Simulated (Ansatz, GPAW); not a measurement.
Given: the input of a run of Ansatz 0.2.0 on CuAu3. 

input.yaml

```yaml
crystal:
  lattice:
    - [3.98, 0.0, 0.0]
    - [0.0, 3.98, 0.0]
    - [0.0, 0.0, 3.98]
  atoms:
    - { symbol: Au, position: [0.5, 0.5, 0.0] }
    - { symbol: Au, position: [0.5, 0.0, 0.5] }
    - { symbol: Au, position: [0.0, 0.5, 0.5] }
    - { symbol: Cu, position: [0.0, 0.0, 0.0] }
hamiltonian:
  xc: pbesol
  pseudopotentials: { kind: paw }
kpoints:
  mp_grid: { grid: [7, 7, 7] }
scf:
  occupations: { method: fermi_dirac, width: 0.05 }
output:
  forces: true
  stress: true
  eigenvalues: true
```

Potentials or basis: Ansatz PAW.

Run with:

```console
$ ansatz run input.yaml --threads 1 --pin off --max-ram 3584MiB --backend cpu --events-out ev --progress --plain --runs-dir out
```

Q: Translate it to GPAW 26.7.0 (ASE script). Potentials or basis there: PAW data sets generated for this functional, cutoff 600 eV.

A: As run (cutoffs and basis follow the program's own potentials, and thresholds, step limits or extra output files can differ):

File run.py:

```python
from ase import Atoms
from ase.dft.bandgap import bandgap
from ase.io import write
from ase.units import GPa
from gpaw import GPAW, PW, setup_paths

setup_paths.insert(0, '.')

atoms = Atoms(['Au', 'Au', 'Au', 'Cu'],
              cell=[[3.98, 0.0, 0.0],
                    [0.0, 3.98, 0.0],
                    [0.0, 0.0, 3.98]],
              scaled_positions=[[0.5, 0.5, 0.0],
                                [0.5, 0.0, 0.5],
                                [0.0, 0.5, 0.5],
                                [0.0, 0.0, 0.0]],
              pbc=True)

calc = GPAW(mode=PW(600),
            xc='PBEsol',
            kpts={'size': (7, 7, 7), 'gamma': True},
            occupations={'name': 'fermi-dirac', 'width': 0.05},
            nbands=42,
            convergence={'density': 1e-05, 'energy': 1e-05},
            maxiter=150,
            txt='gpaw.txt')
atoms.calc = calc
energy = atoms.get_potential_energy()
forces = atoms.get_forces()
stress = atoms.get_stress()
calc.write('gs.gpw')
write('result.traj', atoms)
print(f'Energy: {energy:.6f} eV')
print('Forces (eV/A):')
print(forces.round(4))
print('Stress (GPa):', (stress / GPa).round(3))
print('Fermi level:', round(calc.get_fermi_level(), 4), 'eV')
print(f'Gap: {bandgap(calc)[0]:.4f} eV, direct: {bandgap(calc, direct=True)[0]:.4f} eV')
```

Potentials or basis: PAW data sets generated in the run's folder for this functional, pw.

Command:

```console
$ gpaw-setup -f PBEsol Au Cu
$ OMP_NUM_THREADS=1 python run.py
```

Both were run:

|  | Ansatz | GPAW |
| --- | --- | --- |
| Pressure | -1.0 GPa | 1.8 GPa |

Ansatz's pressure holds a Pulay term of +0.06 GPa for its cutoff of 420 eV, which the other run lacks.

The potentials hold 76 and 44 valence electrons a cell.

Ansatz's potentials were made for PBE.

Where Ansatz's input types no cutoff or centring, it takes its own default and a Γ-centred mesh.

Pressure is positive in compression.
